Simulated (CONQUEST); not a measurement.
The system is BN.

```xyz
8
Lattice="2.5153 0.0000 0.0000 0.0000 4.3398 0.0000 0.0000 0.0000 6.0451" Properties=species:S:1:pos:R:3 pbc="T T T"
N     0.0200    0.7294    3.0679
N     0.0200    2.8993    0.0453
N     1.2777    0.7294    0.0453
N     1.2777    2.8993    3.0679
B     1.2090    2.1615    6.0396
B     1.2090    4.3315    3.0171
B     2.4667    2.1615    3.0171
B     2.4667    4.3315    6.0396
```

The cell comes from a database or a generator and needn't be the stable form of this composition.

Base run:

| Item | Value |
| --- | --- |
| Program | CONQUEST 1.3 |
| Functional | PBE |
| Potentials or basis | PseudoDojo NC PBE, DZP, grid cutoff 150 Ha |
| k mesh | 10 × 6 × 5 |
| Occupations | fermi-dirac, width 0.05 eV |
| Spin | no spin polarisation |

Its results: band gap on the k mesh 2.76 eV.

Task: The run is repeated on the same cell with these changes: potentials or basis from PseudoDojo NC PBE, DZP, grid cutoff 150 Ha to PseudoDojo NC PBEsol, DZ, grid cutoff 120 Ha; k mesh from 10 × 6 × 5 to 8 × 5 × 3. What comes out?

Result: Band gap on the k mesh 2.94 eV.

Caveats: an odd mesh through Γ misses points on the zone boundary, where band edges often lie; the basis of atomic orbitals isn't converged, which shifts pressures, moduli and gaps; the box holds several primitive cells, so bands are folded and the points are those of the box's own zone (some runs); forces of over 1 eV/Å show positions far from the minimum, so gaps and moduli don't describe the material at rest (some runs); the atomic basis is small (some runs).
